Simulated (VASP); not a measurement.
Wanted: the native input for a VASP 6.6.1 run.

- Task: relaxation of cell and atoms
- Functional: r2SCAN
- Dispersion: rVV10
- Potentials or basis: VASP PAW PBE potentials, release 64 (B, N)
- Cutoff: 600 eV
- k mesh: 12 × 12 × 12
- Occupations: gaussian, width 0.02 eV
- Spin: no spin polarisation
- Further INCAR settings: ALGO = Normal; EDIFF = 1e-07; IBRION = 2; EDIFFG = -0.005; NSW = 90; ISIF = 3

The structure of BN lies in POSCAR:

```
BN
1.0
    0.0000000000      3.4953158300      2.1660912400
    1.2516321000      0.0000000000      2.1660912400
    1.2516321000      3.4953158300      0.0000000000
B N
1 1
Direct
    0.0000486500      0.0000486500      0.9999513500
    0.6666513400      0.6666513400      0.3333486600
```

Measurements of this composition are mostly on another form, of space group No. 194.

These files were run (other wordings do the same):

INCAR

```
ALGO = Normal
BPARAM = 11.95
CPARAM = 0.0093
EDIFF = 1E-7
EDIFFG = -0.005
ENCUT = 600
IBRION = 2
ISIF = 3
ISMEAR = 0
IVDW_NL = 2
LASPH = T
LCHARG = F
LMIXTAU = T
LREAL = F
LUSE_VDW = T
LWAVE = F
METAGGA = R2SCAN
NELM = 60
NSW = 90
PREC = Accurate
SIGMA = 0.02
```

KPOINTS

```
k-points
0
Gamma
  12 12 12
```

Potentials or basis: VASP PAW PBE potentials, release 64 (B, N).

Launch:

```bash
$ cat potpaw_PBE.64/B/POTCAR potpaw_PBE.64/N/POTCAR > POTCAR
$ mpirun -np 1 vasp_std > vasp.out
```

It gave:

```yaml
Relaxed_volume: 8.87 Å³/atom
Relaxed_cell: a = 3.925 Å, b = 2.501 Å, c = 3.505 Å, α = 79.70°, β = 38.82°, γ = 61.48°
Space_group_after_relaxing_to_0.05_Å: Fmm2 (No. 42)
Energy_gained_by_relaxing: 3.7 meV/atom
Ionic_steps: 17
Pressure_after_relaxing: 0.0 GPa
Band_gap_on_the_k_mesh: 3.99 eV, indirect (least direct gap 5.18 eV)
```

Caveat: the PAW data sets were made with another functional, which shifts forces and pressure a little.

Wall time 53 min on 1 thread of Intel(R) Xeon(R) Platinum 8375C CPU @ 2.90GHz (Ice Lake), on a shared host, peak memory 0.28 GiB.
